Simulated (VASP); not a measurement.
# Ag2O (Pn-3m) in VASP: a series of runs

One crystal, Ag2O, is run at these levels: PBE; tasks: single point.

Everything below comes from runs of VASP 6.6.1. Logs are shortened: lines on timing, memory, paths and dates and some standing lists are left out, and cuts for length are marked.

## 1. The structure

Symmetry: Pn-3m, No. 224, cubic system. The conventional cell has a = 4.622 Å, b = 4.622 Å, c = 4.622 Å, α = 90.00°, β = 90.00°, γ = 90.00°. Ag (site symmetry -3m) has 2 O at 2.00 Å as nearest neighbours. O (site symmetry -43m) has 4 Ag at 2.00 Å as nearest neighbours.

## 2. Single point, PBE

File INCAR:

```
SYSTEM = Ag2O
ALGO     = Fast           ! electronic algorithm
EDIFF    = 1E-6           ! SCF threshold, eV
ENCUT    = 520            ! plane-wave cutoff, eV
GGA      = PE             ! functional
ISIF     = 2              ! what is computed and relaxed
ISMEAR   = 0              ! smearing method
LASPH    = .True.         ! aspherical terms in the spheres
LCHARG   = .False.        ! write CHGCAR
LREAL    = .False.        ! projectors in reciprocal space
LWAVE    = .False.        ! write WAVECAR
NBANDS   = 37             ! bands
NELM     = 100            ! most SCF steps
PREC     = Accurate       ! precision mode
SIGMA    = 0.01           ! smearing width, eV
```

File KPOINTS:

```
k-points
0
Gamma
  4 4 4
  0 0 0
```

File POSCAR:

```
Ag2O
1.0
    4.6216872609      0.0000000000      0.0000000000
    0.0000000000      4.6216872609      0.0000000000
    0.0000000000      0.0000000000      4.6216872609
Ag O
4 2
Direct
    0.2500000000      0.2500000000      0.2500000000
    0.2500000000      0.7500000000      0.7500000000
    0.7500000000      0.7500000000      0.2500000000
    0.7500000000      0.2500000000      0.7500000000
    0.0000000000      0.0000000000      0.0000000000
    0.5000000000      0.5000000000      0.5000000000
```

Potentials or basis: VASP PAW PBE potentials, release 64 (Ag, O).

Run with:

```bash
cat potpaw_PBE.64/Ag/POTCAR potpaw_PBE.64/O/POTCAR > POTCAR
mpirun -np 1 vasp_std > vasp.out
```

OUTCAR:

```text
SYSTEM = Ag2O
   EDIFF = 1E-6
   ENCUT = 520
   GGA = PE
   ISIF = 2
   ISMEAR = 0
   LASPH = .True.
   LREAL = .False.
   NELM = 100
   PREC = Accurate

 ion  position               nearest neighbor table
   1  0.250  0.250  0.250-   5 2.00   6 2.00   4 3.27   2 3.27   3 3.27   2 3.27   4 3.27   2 3.27
                             3 3.27   2 3.27   3 3.27   4 3.27   4 3.27   3 3.27
   2  0.250  0.750  0.750-   5 2.00   6 2.00   4 3.27   1 3.27   3 3.27   1 3.27   3 3.27   1 3.27
                             4 3.27   1 3.27   3 3.27   4 3.27   3 3.27   4 3.27
   3  0.750  0.750  0.250-   5 2.00   6 2.00   4 3.27   1 3.27   2 3.27   2 3.27   4 3.27   1 3.27
                             4 3.27   4 3.27   1 3.27   2 3.27   2 3.27   1 3.27
   4  0.750  0.250  0.750-   5 2.00   6 2.00   3 3.27   1 3.27   2 3.27   1 3.27   3 3.27   2 3.27
                             3 3.27   3 3.27   1 3.27   2 3.27   1 3.27   2 3.27
   5  0.000  0.000  0.000-   1 2.00   2 2.00   3 2.00   4 2.00
   6  0.500  0.500  0.500-   1 2.00   2 2.00   3 2.00   4 2.00

  LATTYP: Found a simple cubic cell.
 ALAT       =     4.6216872609

  Lattice vectors:

 A1 = (   4.6216872609,   0.0000000000,   0.0000000000)
 A2 = (   0.0000000000,   4.6216872609,   0.0000000000)
 A3 = (   0.0000000000,   0.0000000000,   4.6216872609)

Analysis of symmetry for initial positions (statically):
=====================================================================
 Subroutine PRICEL returns:
 Original cell was already a primitive cell.

 Routine SETGRP: Setting up the symmetry group for a
 simple cubic supercell.

 Subroutine GETGRP returns: Found 48 space group operations
 (whereof 24 operations were pure point group operations)
 out of a pool of 48 trial point group operations.

The static configuration has the point symmetry T_d .
 The point group associated with its full space group is O_h .

Analysis of symmetry for dynamics (positions and initial velocities):
=====================================================================
 Subroutine PRICEL returns:
 Original cell was already a primitive cell.

 Routine SETGRP: Setting up the symmetry group for a
 simple cubic supercell.

 Subroutine GETGRP returns: Found 48 space group operations
 (whereof 24 operations were pure point group operations)
 out of a pool of 48 trial point group operations.

The dynamic configuration has the point symmetry T_d .
 The point group associated with its full space group is O_h .

 Subroutine INISYM returns: Found 48 space group operations
 (whereof 24 operations are pure point group operations),
 and found     1 'primitive' translations

----------------------------------------------------------------------------------------

                                     Primitive cell

  volume of cell :      98.7192

  direct lattice vectors                    reciprocal lattice vectors
     4.621687261  0.000000000  0.000000000     0.216371196  0.000000000  0.000000000
     0.000000000  4.621687261  0.000000000     0.000000000  0.216371196  0.000000000
     0.000000000  0.000000000  4.621687261     0.000000000  0.000000000  0.216371196

  length of vectors
     4.621687261  4.621687261  4.621687261     0.216371196  0.216371196  0.216371196

  position of ions in fractional coordinates (direct lattice)
     0.250000000  0.250000000  0.250000000
     0.250000000  0.750000000  0.750000000
     0.750000000  0.750000000  0.250000000
     0.750000000  0.250000000  0.750000000
     0.000000000  0.000000000  0.000000000
     0.500000000  0.500000000  0.500000000

  ion indices of the primitive-cell ions
   primitive index   ion index
                 1           1
                 2           2
                 3           3
                 4           4
                 5           5
                 6           6

----------------------------------------------------------------------------------------

 KPOINTS: k-points

Automatic generation of k-mesh.
 Grid dimensions read from file:
 generate k-points for:    4    4    4

 Generating k-lattice:

  Cartesian coordinates                     Fractional coordinates (reciprocal lattice)
     0.054092799  0.000000000  0.000000000     0.250000000  0.000000000  0.000000000
     0.000000000  0.054092799  0.000000000     0.000000000  0.250000000  0.000000000
     0.000000000  0.000000000  0.054092799     0.000000000  0.000000000  0.250000000

  Length of vectors
     0.054092799  0.054092799  0.054092799

  Shift w.r.t. Gamma in fractional coordinates (k-lattice)
     0.000000000  0.000000000  0.000000000

 Subroutine IBZKPT returns following result:
 ===========================================

 Found     10 irreducible k-points:

 Following reciprocal coordinates:
            Coordinates               Weight
  0.000000  0.000000  0.000000      1.000000
  0.250000  0.000000  0.000000      6.000000
  0.500000  0.000000  0.000000      3.000000
  0.250000  0.250000  0.000000     12.000000
  0.500000  0.250000  0.000000     12.000000
  0.500000  0.500000  0.000000      3.000000
  0.250000  0.250000  0.250000      8.000000
  0.500000  0.250000  0.250000     12.000000
  0.500000  0.500000  0.250000      6.000000
  0.500000  0.500000  0.500000      1.000000
   k-points           NKPTS =     10   k-points in BZ     NKDIM =     10   number of bands    NBANDS=     37
   number of dos      NEDOS =    301   number of ions     NIONS =      6
   total plane-waves  NPLWV =  46656
   dimension x,y,z NGX =    36 NGY =   36 NGZ =   36
   dimension x,y,z NGXF=    72 NGYF=   72 NGZF=   72
   ions per type =               4   2
   NGX,Y,Z   is equivalent  to a cutoff of  12.95, 12.95, 12.95 a.u.
   NGXF,Y,Z  is equivalent  to a cutoff of  25.90, 25.90, 25.90 a.u.
 SYSTEM =  Ag2O
   PREC   = accura    normal or accurate (medium, high low for compatibility)
   ISTART =      0    job   : 0-new  1-cont  2-samecut
   ICHARG =      2    charge: 1-file 2-atom 10-const
   ISPIN  =      1    spin polarized calculation?
   LNONCOLLINEAR =      F non collinear calculations
   LSORBIT =      F    spin-orbit coupling
   LASPH  =      T    aspherical Exc in radial PAW
   ENCUT  =  520.0 eV  38.22 Ry    6.18 a.u.   8.59  8.59  8.59*2*pi/ulx,y,z
   NELM   =    100;   NELMIN=  2; NELMDL= -5     # of ELM steps
   EDIFF  = 0.1E-05   stopping-criterion for ELM
   LREAL  =      F    real-space projection
   EDIFFG = 0.1E-04   stopping-criterion for IOM
   NSW    =      0    number of steps for IOM
   IBRION =     -1    ionic relax: 0-MD 1-quasi-New 2-CG
   NFREE  =      0    steps in history (QN), initial steepest desc. (CG)
   ISIF   =      2    stress and relaxation
   ISYM   =      2    0-nonsym 1-usesym 2-fastsym
   POTIM  = 0.5000    time-step for ionic-motion
   TEBEG  =    0.0;   TEEND  =   0.0 temperature during run
   PSTRESS=    0.0 pullay stress
   NELECT =      56.0000    total number of electrons
   NUPDOWN=      -1.0000    fix difference up-down
   EMIN   =  10.00;   EMAX   =-10.00  energy-range for DOS
   EFERMI =   0.00;   METHOD = LEGACY
   ISMEAR =     0;   SIGMA  =   0.01  broadening in eV -4-tet -1-fermi 0-gaus
   EFERMI_NEDOS =   21; number of points for ismear=-14 and -15
   IALGO  =     68    algorithm
   IMIX   =      4    mixing-type and parameters
     AMIX     =   0.40;   BMIX     =  1.00
     AMIX_MAG =   1.60;   BMIX_MAG =  1.00
  volume/ion in A,a.u.               =      16.45       111.03
  Fermi-wavevector in a.u.,A,eV,Ry     =   1.355201  2.560958 24.988038  1.836569
  Thomas-Fermi vector in A             =   2.482308
   LORBIT       =      0    0 simple, 1 ext, 2 COOP (PROOUT), +10 PAW based schemes
   GGA     = PE    functional components
   LHFCALC =     F    Hartree Fock is set to
   AEXX    =    0.0000 exact exchange contribution
   IVDW    =     0    specifies the selected vdW correction
   LEPSILON=     F    determine dielectric tensor
   LRPA    =     F    only Hartree local field effects (RPA)
 non-spin polarized calculation
 RMM-DIIS sequential band-by-band and
 Gauss-broadening in eV      SIGMA  =   0.01
  energy-cutoff  :      520.00
  volume of cell :       98.72
 maximum number of plane-waves:      2680
 NGX is ok and might be reduce to    36
   NGX = 17   NGY = 17   NGZ = 17

 number of electron      56.0000004 magnetization

 Free energy of the ion-electron system (eV)
  ---------------------------------------------------
  ext. energy  EPLUGINS =         0.00000000
  ---------------------------------------------------
  free energy    TOTEN  =       -21.04455041 eV

  energy without entropy =      -21.04455041  energy(sigma->0) =      -21.04455041

 E-fermi :   5.5871     XC(G=0): -10.8885

 val. band max:        5.5304751112   @ k =   0.0000   0.0000   0.0000
 cond. band min:       5.6730303330   @ k =   0.0000   0.0000   0.0000
 fundamental gap:      0.1425552218
 Fermi energy:         5.5870537278

 k-point     1 :       0.0000    0.0000    0.0000
  band No.  band energies     occupation
      1     -13.9825      2.00000
      2     -13.1534      2.00000
      3      -2.0016      2.00000
      4      -2.0016      2.00000
      5      -2.0016      2.00000
      6       0.3979      2.00000
[... 29 lines left out ...]
     36      14.3218      0.00000
     37      14.3218      0.00000

 k-point     2 :       0.2500    0.0000    0.0000
  band No.  band energies     occupation
      1     -13.8688      2.00000
      2     -13.2832      2.00000
      3      -1.7811      2.00000
      4      -1.7811      2.00000
      5      -1.6812      2.00000
      6       0.2300      2.00000
[... 29 lines left out ...]
     36      13.6986      0.00000
     37      13.6986      0.00000
[... 278 lines left out ...]
     36      13.5294      0.00000
     37      16.7523      0.00000

 k-point    10 :       0.5000    0.5000    0.5000
  band No.  band energies     occupation
      1     -13.9165      2.00000
      2     -13.1905      2.00000
      3      -1.8421      2.00000
      4      -1.8421      2.00000
      5      -1.8421      2.00000
      6       0.8043      2.00000
[... 29 lines left out ...]
     36      12.1199      0.00000
     37      18.6380      0.00000

------------------------ aborting loop because EDIFF is reached ----------------------------------------

  FORCE on cell =-STRESS in cart. coord.  units (eV):
  Direction    XX          YY          ZZ          XY          YZ          ZX
  --------------------------------------------------------------------------------------
  -------------------------------------------------------------------------------------
  Total        7.1039084      7.1039084      7.1039084      0.0000000     -0.0000000      0.0000000
  in kB      115.2938849    115.2938849    115.2938849      0.0000000     -0.0000000      0.0000000
  external PRESSURE =     115.2938849 kB  Pullay stress =       0.0000000 kB

 VOLUME and BASIS-vectors are now :
 -----------------------------------------------------------------------------
  energy-cutoff  :      520.00
  volume of cell :       98.72
      direct lattice vectors                 reciprocal lattice vectors
     4.621687261  0.000000000  0.000000000     0.216371196  0.000000000  0.000000000
     0.000000000  4.621687261  0.000000000     0.000000000  0.216371196  0.000000000
     0.000000000  0.000000000  4.621687261     0.000000000  0.000000000  0.216371196

 POSITION                                       TOTAL-FORCE (eV/Angst)
 -----------------------------------------------------------------------------------
      1.15542      1.15542      1.15542        -0.000000     -0.000000     -0.000000
      1.15542      3.46627      3.46627        -0.000000      0.000000      0.000000
      3.46627      3.46627      1.15542        -0.000000      0.000000      0.000000
      3.46627      1.15542      3.46627         0.000000     -0.000000     -0.000000
      0.00000      0.00000      0.00000        -0.000000      0.000000      0.000000
      2.31084      2.31084      2.31084        -0.000000     -0.000000      0.000000
 -----------------------------------------------------------------------------------
    total drift:                                0.000000      0.000000      0.000000

  FREE ENERGIE OF THE ION-ELECTRON SYSTEM (eV)
  ---------------------------------------------------
  free  energy   TOTEN  =       -21.0445504128 eV

  energy  without entropy=      -21.0445504128  energy(sigma->0) =      -21.04455041
```

It took 24 s on 1 thread of Intel Xeon 6975P-C (Granite Rapids), shared host; peak memory 0.21 GiB.

Results:

- Free energy: -21.0446 eV
- Pressure: 11.5 GPa
- Band gap on the k mesh: 0.14 eV, direct

Levels at points of the mesh, in eV from the valence-band top:
```tsv
k point	band 24	band 25	band 26	band 27	band 28	band 29	band 30	band 31	band 32	band 33
(0.00, 0.00, 0.00)	-2.84	-2.84	0.00	0.00	0.00	0.14	1.76	1.76	7.60	7.60
(0.50, 0.00, 0.00)	-2.92	-1.78	-1.78	-0.53	-0.53	2.18	2.18	4.69	4.69	7.21
(0.50, 0.50, 0.00)	-2.19	-1.80	-1.80	-0.92	-0.92	2.08	2.08	3.80	3.80	6.92
(0.50, 0.50, 0.50)	-2.93	-1.79	-0.76	-0.76	-0.76	2.36	2.36	2.36	5.07	5.07
```

As with any semilocal functional, this PBE gap is likely too small.

## 3. Single point, PBE

This run uses another cell than the first one, of 16.80 Å³/atom, 1.021 times its volume.

File INCAR:

```
SYSTEM = Ag2O
  PREC = Accurate
  ENCUT = 520
  EDIFF = 1E-6
  ISMEAR = 0
  SIGMA = 0.01
  LREAL = .False.
  LASPH = .True.
  NELM = 100
  ALGO = Normal
  ISIF = 2
  LWAVE = .False.
  LCHARG = .False.
  GGA = PE
  NBANDS = 37
```

File KPOINTS:

```
regular mesh
0
Gamma
  4 4 4
  0 0 0
```

Changes to POSCAR since step 2:

```diff
@@ -2,5 +2,5 @@
 1.0
-    4.6216872609      0.0000000000      0.0000000000
-    0.0000000000      4.6216872609      0.0000000000
-    0.0000000000      0.0000000000      4.6216872609
+    4.6542354267      0.0000000000      0.0000000000
+    0.0000000000      4.6542354267      0.0000000000
+    0.0000000000      0.0000000000      4.6542354267
 Ag O
```

Potentials or basis: VASP PAW PBE potentials, release 64 (Ag, O).

Run with:

```bash
cat potpaw_PBE.64/Ag/POTCAR potpaw_PBE.64/O/POTCAR > POTCAR
mpirun -np 1 vasp_std > vasp.out
```

It took 24 s on 1 thread of Intel Xeon 6975P-C (Granite Rapids), shared host; peak memory 0.2 GiB.

Results (log left out):

- Free energy: -21.1812 eV
- Pressure: 9.1 GPa
- Band gap on the k mesh: 0.10 eV, direct

Levels at points of the mesh, in eV from the valence-band top:
| k point | band 25 | band 26 | band 27 | band 28 | band 29 | band 30 | band 31 | band 32 |
| --- | --- | --- | --- | --- | --- | --- | --- | --- |
| (0.00, 0.00, 0.00) | -2.77 | 0.00 | 0.00 | 0.00 | 0.10 | 1.85 | 1.85 | 7.50 |
| (0.50, 0.00, 0.00) | -1.73 | -1.73 | -0.51 | -0.51 | 2.15 | 2.15 | 4.71 | 4.71 |
| (0.50, 0.50, 0.00) | -1.75 | -1.75 | -0.89 | -0.89 | 2.09 | 2.09 | 3.78 | 3.78 |
| (0.50, 0.50, 0.50) | -1.78 | -0.74 | -0.74 | -0.74 | 2.43 | 2.43 | 2.43 | 5.01 |
